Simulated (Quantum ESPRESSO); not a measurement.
The system is PbSe (Clausthalite).

```
Pb Se
1.0
     0.00000    3.06065    3.06065
     3.06065    0.00000    3.06065
     3.06065    3.06065    0.00000
Pb Se
1 1
Direct
  0.00000 0.00000 0.00000
  0.50000 0.50000 0.50000
```

Base run:

```yaml
Program: Quantum ESPRESSO 7.5
Functional: rev-vdW-DF2
Potentials_or_basis: SG15 PBE 1.2
Cutoff: 952 eV
Density_cutoff: 3810 eV
k_mesh: 8 × 8 × 8
Occupations: fermi-dirac, width 0.05 eV
Spin: no spin polarisation
```

Its results: band gap on the k mesh 0.23 eV, direct; pressure 1.4 GPa.

Q: After a change of settings the same cell gave: band gap on the k mesh 0.14 eV, direct; pressure -0.2 GPa. Which change was it?
A. functional from rev-vdW-DF2 to PBEsol
B. functional from rev-vdW-DF2 to r2SCAN; k mesh from 8 × 8 × 8 to 6 × 6 × 6
C. functional from rev-vdW-DF2 to HLE16
D. functional from rev-vdW-DF2 to PBE

A: A.

Caveats: the potentials were made for another functional, which shifts forces and pressure; spin-orbit coupling is left out, which as a rule narrows the gap of such compounds by several tenths of an eV.
